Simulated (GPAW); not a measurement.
Runs of GPAW 26.7.0 on FeO (Wuestite). The structure is cubic, space group Fm-3m (No. 225). The conventional cell has a = 4.311 Å, b = 4.311 Å, c = 4.311 Å, α = 90.00°, β = 90.00°, γ = 90.00°. Around Fe (site symmetry m-3m) lie 6 O at 2.16 Å. O (site symmetry m-3m) is surrounded by 6 Fe at 2.16 Å. 

```tsv
task	level	potentials or basis	k mesh	cutoff (eV)	maxiter	band path	band points	ranks	mesh quality	pressure (GPa)	moment (μB)
band structure	LDA	PAW data sets generated in the run's folder for this functional, pw	9 × 9 × 9	800	150	GXWKGLUWLK,UX	100	-	not flagged	(a)	4.00
single point	HSE06	GPAW PAW data sets (gpaw-data 1.2.1), pw	4 × 4 × 4	600	60	-	-	4	coarse	-	4.03
band structure	M06-L	GPAW PAW data sets (gpaw-data 1.2.1), pw	9 × 9 × 9	800	150	GXWKGLUWLK,UX	80	-	not flagged	-3.5	4.00
band structure	PBEsol	PAW data sets generated in the run's folder for this functional, pw	9 × 9 × 9	800	150	GXWKGLUWLK,UX	80	-	not flagged	-7.0	4.00
```

Alike in all rows: spin collinear, ferromagnetic start; cell as given; smearing fermi-dirac 0.05 eV.

**Question.** Estimate the missing entries.

**Answer.** (a) -15.4.

Caveats: some runs use coarse meshes; a cell with one magnetic atom can't hold antiferromagnetic order, which such compounds often take; the PAW data sets were made with another functional, which shifts forces and pressure a little (some runs); so large a pressure means that the cell lies far from this level's equilibrium, or that cutoff or potentials fall short (some runs); exact exchange converges slowly with the k mesh, and this mesh is small (some runs).
